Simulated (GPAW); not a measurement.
Wanted: an ASE script for a GPAW 26.7.0 run.

```
Task                : dielectric tensor
Functional          : PBEsol
Potentials or basis : PAW data sets generated in the run's folder for this functional
Cutoff              : 550 eV
Basis               : pw
k mesh              : 5 × 5 × 7
Occupations         : fermi-dirac, width 0.001 eV
Spin                : no spin polarisation
Response ecut       : 80 eV
Maxiter             : 150
Response k mesh     : 5 × 5 × 8
Response bands      : 74
Kernels             : ["RPA"]
Coarser k mesh      : 5 × 5 × 8
```

The structure of SnO2 (Cassiterite) lies in SnO2.xyz:

```xyz
6
Lattice="4.7380000000 0.0000000000 0.0000000000 0.0000000000 4.7380000000 0.0000000000 0.0000000000 0.0000000000 3.1865000000" Properties=species:S:1:pos:R:3 pbc="T T T"
Sn     2.3690000000      2.3690000000      1.5932500000
Sn     0.0000000000      0.0000000000      0.0000000000
O      3.8240398000      0.9139602000      1.5932500000
O      3.2829602000      3.2829602000      0.0000000000
O      0.9139602000      3.8240398000      1.5932500000
O      1.4550398000      1.4550398000      0.0000000000
```

The input as run:

run.py

```python
import numpy as np
from ase.dft.bandgap import bandgap
from ase.io import read, write
from gpaw import GPAW, PW, setup_paths
from gpaw.response.df import DielectricFunction

setup_paths.insert(0, '.')

atoms = read('SnO2.xyz')

calc = GPAW(mode=PW(550),
            xc='PBEsol',
            kpts={'size': (5, 5, 7), 'gamma': True},
            occupations={'name': 'fermi-dirac', 'width': 0.001},
            nbands=43,
            convergence={'density': 1e-06},
            maxiter=150,
            txt='gpaw.txt')
atoms.calc = calc
energy = atoms.get_potential_energy()
calc.write('gs.gpw')
write('result.traj', atoms)
print(f'Energy: {energy:.6f} eV')
print('Fermi level:', round(calc.get_fermi_level(), 4), 'eV')
print(f'Gap: {bandgap(calc)[0]:.4f} eV, direct: {bandgap(calc, direct=True)[0]:.4f} eV')

for size in [(5, 5, 8)]:
    name = 'x'.join(str(n) for n in size)
    dense = calc.fixed_density(kpts={'size': size, 'gamma': True},
                               nbands=80, convergence={'bands': 74, 'eigenstates': 1e-7},
                               update_fermi_level=True, txt=f'dense-{name}.txt')
    dense.write(f'{name}.gpw', mode='all')
    df = DielectricFunction(f'{name}.gpw', frequencies=np.array([0.0]), hilbert=False, eta=0.001,
                            ecut=80, nbands=74, intraband=False, txt=f'df-{name}.txt')
    for xc in ['RPA']:
        for direction in ['x', 'y', 'z', [0, 1, 1], [1, 0, 1], [1, 1, 0]]:
            e0, e = df.get_macroscopic_dielectric_constant(xc=xc, direction=direction)
            print(f'{name} {xc} {direction}: {e0:.4f} without, {e:.4f} with local fields')
```

Potentials or basis: PAW data sets generated in the run's folder for this functional, pw.

Run with:

```console
$ gpaw-setup -f PBEsol O Sn
$ OMP_NUM_THREADS=1 python run.py
```

It gave:

The band gap on the k mesh is 1.19 eV, direct. The electronic dielectric tensor (diagonal) is 4.30, 4.30, 4.54.

Caveat: the long-wavelength limit can be off by a per cent or two; spin-orbit coupling is left out, which moves the levels of the heavy elements; an odd mesh through Γ misses points on the zone boundary, where band edges often lie.

It took 4.7 min on 1 thread of Arm Neoverse V2, on a shared host, peak memory 0.55 GiB.
